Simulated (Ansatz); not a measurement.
## NaI, pressure series

Base system: NaI in the rock salt structure (space group Fm-3m, No. 225; a = 6.529 Å).

Cell and atoms are relaxed at each pressure.

Calculations: PBE/PAW in Ansatz (an electronic-structure program), scalar-relativistic without spin-orbit coupling.

Notes on the quantities. hole mass: degenerate bands, along [100].

```json
[
 {"variant": "base", "band gap": "3.58 eV", "volume per atom": "34.79 Å³", "gap character": "direct at Γ", "hole mass": "0.39, 1.7, 1.7 mₑ (at Γ)"},
 {"variant": "pressure −2 GPa", "band gap": "3.11 eV", "volume per atom": "43.39 Å³", "gap character": "direct at Γ", "hole mass": "0.51, 2.3, 2.3 mₑ (at Γ)"},
 {"variant": "pressure −1 GPa", "band gap": "3.39 eV", "volume per atom": "37.66 Å³", "gap character": "direct at Γ", "hole mass": "0.43, 1.9, 1.9 mₑ (at Γ)"},
 {"variant": "pressure 3 GPa", "band gap": "3.99 eV", "volume per atom": "30.19 Å³", "gap character": "direct at Γ", "hole mass": "0.34, 1.4, 1.4 mₑ (at Γ)"},
 {"variant": "pressure 7 GPa", "band gap": "4.40 eV", "volume per atom": "26.98 Å³", "gap character": "direct at Γ", "hole mass": "0.31, 1.2, 1.2 mₑ (at Γ)"},
 {"variant": "pressure 15 GPa", "band gap": "4.56 eV", "volume per atom": "23.48 Å³", "gap character": "indirect, Γ → X", "hole mass": "0.28, 0.96, 0.96 mₑ (at Γ)"},
 {"variant": "pressure 30 GPa", "band gap": "[?]", "volume per atom": "[?]", "gap character": "indirect, Γ → X", "hole mass": "[?]"},
 {"variant": "pressure 50 GPa", "band gap": "3.16 eV", "volume per atom": "17.69 Å³", "gap character": "indirect, Γ → X", "hole mass": "0.25, 0.62, 0.62 mₑ (at Γ)"},
 {"variant": "pressure 75 GPa", "band gap": "2.41 eV", "volume per atom": "15.83 Å³", "gap character": "indirect, Γ → X", "hole mass": "0.24, 0.51, 0.51 mₑ (at Γ)"},
 {"variant": "pressure 100 GPa", "band gap": "1.78 eV", "volume per atom": "14.58 Å³", "gap character": "indirect, Γ → X", "hole mass": "0.23, 0.44, 0.44 mₑ (at Γ)"}
]
```

**Question.** Fill in the withheld entries from the trend.

**Answer.** 
- pressure 30 GPa, band gap: 3.88 eV
- pressure 30 GPa, volume per atom: 20.12 Å³
- pressure 30 GPa, hole mass: 0.26, 0.76, 0.76 mₑ (at Γ)

Spin-orbit coupling, missing from the scalar runs, can matter with I. Load acts through the strain it causes; cell and atoms are relaxed under it. Masses are band curvatures over ±0.01 Å⁻¹ around the edge. Whether these cells are dynamically stable was not tested. Competing high-pressure phases were not computed.
